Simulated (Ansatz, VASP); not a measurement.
BN: VASP beside Ansatz

The input INCAR:

```
SYSTEM = BN
PREC = Accurate
ENCUT = 520
EDIFF = 1E-6
ISMEAR = 0
SIGMA = 0.1
LREAL = .FALSE.
LASPH = .TRUE.
NELM = 100
ALGO = Normal
ISIF = 2
LWAVE = .FALSE.
LCHARG = .FALSE.
GGA = PE
NBANDS = 16
```

File KPOINTS:

```
Automatic mesh
0
G
  9 9 4
  0 0 0
```

Contents of POSCAR:

```
BN
1.0
    2.5539396017      0.0000000000      0.0000000000
   -1.2769698009      2.2117765748      0.0000000000
    0.0000000000      0.0000000000      4.2268550000
B N
2 2
Direct
    0.6666666700      0.3333333300      0.9997240000
    0.3333333300      0.6666666700      0.4997240000
    0.6666666700      0.3333333300      0.6252760000
    0.3333333300      0.6666666700      0.1252760000
```

Input for Ansatz:

```yaml
crystal:
  lattice:
    - [2.5539396017, 0.0, 0.0]
    - [-1.2769698009, 2.2117765748, 0.0]
    - [0.0, 0.0, 4.226855]
  atoms:
    - { symbol: B, position: [0.66666667, 0.33333333, 0.999724] }
    - { symbol: B, position: [0.33333333, 0.66666667, 0.499724] }
    - { symbol: "N", position: [0.66666667, 0.33333333, 0.625276] }
    - { symbol: "N", position: [0.33333333, 0.66666667, 0.125276] }
basis:
  ecutwfc: 520.0
kpoints:
  mp_grid: { grid: [9, 9, 4] }
hamiltonian:
  xc: pbe
scf:
  occupations: { method: gaussian, width: 0.1 }
output:
  forces: true
  stress: true
  eigenvalues: true
```

Measurements of this composition are mostly on another form, of space group No. 194.

Alike in both runs: task single point; functional PBE; k mesh 9 × 9 × 4; occupations gaussian, width 0.1 eV; no spin polarisation.

|  | VASP | Ansatz |
| --- | --- | --- |
| version | VASP 6.6.1 | Ansatz 0.2.0 |
| potentials or method | VASP PAW PBE potentials, release 64 (B, N) | scalar-relativistic, plane waves, PAW |
| plane-wave cutoff (eV) | 520 | 520 |
| valence electrons in the cell | 16 | 16 |

Ansatz gave:

```
gap on the k mesh at the Fermi level (eV)       : 5.21
least direct gap on the mesh (eV)               : 8.23
pressure (GPa)                                  : 0.0
largest component of the traceless stress (GPa) : 0.51
rms of the force components (eV/Å)              : 0.010
```

Which values does VASP return?

gap on the k mesh at the Fermi level (eV): 5.20; least direct gap on the mesh (eV): 8.22; pressure (GPa): 0.2; largest component of the traceless stress (GPa): 0.52; rms of the force components (eV/Å): 0.009.

Atom by atom the forces differ by 0.001 eV/Å (rms over components).

Caveats: an odd mesh through Γ misses points on the zone boundary, where band edges often lie. As with any semilocal functional, this PBE gap is likely too small.
